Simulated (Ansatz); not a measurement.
Crystal: TePb.

```xyz
2
Lattice="4.0023 0.0000 0.0000 0.0000 4.0023 0.0000 0.0000 0.0000 4.0023" Properties=species:S:1:pos:R:3 pbc="T T T"
Pb    0.0000    0.0000    0.0000
Te    2.0011    2.0011    2.0011
```

Measurements of this composition are mostly on another form, of space group No. 225.

| Quantity | Value |
| --- | --- |
| Program | Ansatz 0.2.0 |
| Task | single point |
| Functional | PBE |
| Potentials or basis | Ansatz PAW |
| Cutoff | 420 eV (not typed: the program's choice for these potentials) |
| k mesh | 7 × 7 × 7 |
| Occupations | fermi-dirac, width 0.05 eV |
| Spin | no spin polarisation |

On this cell: pressure 0.0 GPa; largest force zero by symmetry; band gap on the k mesh none (metal or under the smearing width).

The same run follows on a disturbed copy (atoms moved at random, drawn with an rms of 0.05 Å):

```
CELL_PARAMETERS angstrom
4.00229 0.00000 0.00000
0.00000 4.00229 0.00000
0.00000 0.00000 4.00229
ATOMIC_POSITIONS crystal
Pb 0.99039 0.00759 0.98972
Te 0.48334 0.49709 0.49934
```

Question: What changes?

Answer: The energy (extrapolated to zero smearing) moves by -0.7 meV/atom; pressure 0.0 GPa; largest force 0.037 eV/Å; band gap on the k mesh none (metal or under the smearing width).

Forces on the atoms (eV/Å):
```
Pb   0.017  0.025 -0.023
Te  -0.017 -0.025  0.023
```
